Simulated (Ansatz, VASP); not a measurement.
# One calculation of HgTe (Coloradoite), two programs

```
Hg Te
1.0
     0.00000    3.21450    3.21450
     3.21450    0.00000    3.21450
     3.21450    3.21450    0.00000
Hg Te
1 1
Direct
  0.00000 0.00000 0.00000
  0.75000 0.75000 0.75000
```

Alike in both runs: task band structure; functional PBE; k mesh 7 × 7 × 7; occupations fermi-dirac, width 0.05 eV; no spin polarisation.

|  | VASP | Ansatz |
| --- | --- | --- |
| version | VASP 6.6.1 | Ansatz 0.2.0 |
| potentials or method | VASP PAW PBE potentials, release 64 (Hg, Te) | Ansatz PAW |
| plane-wave cutoff (eV) | 500 | 420 |
| valence electrons in the cell | 18 | 36 |

```tsv
	VASP	Ansatz	Ansatz less VASP
gap on the k mesh at the Fermi level (eV)	none	none	-
pressure (GPa)	4.6	4.6	-0.09
```

A gap of «none» marks a metal or a gap that the smearing closes. The two sets of potentials don't hold the same shells in valence.

Caveats: spin-orbit coupling is left out, which moves the levels of the heavy elements.
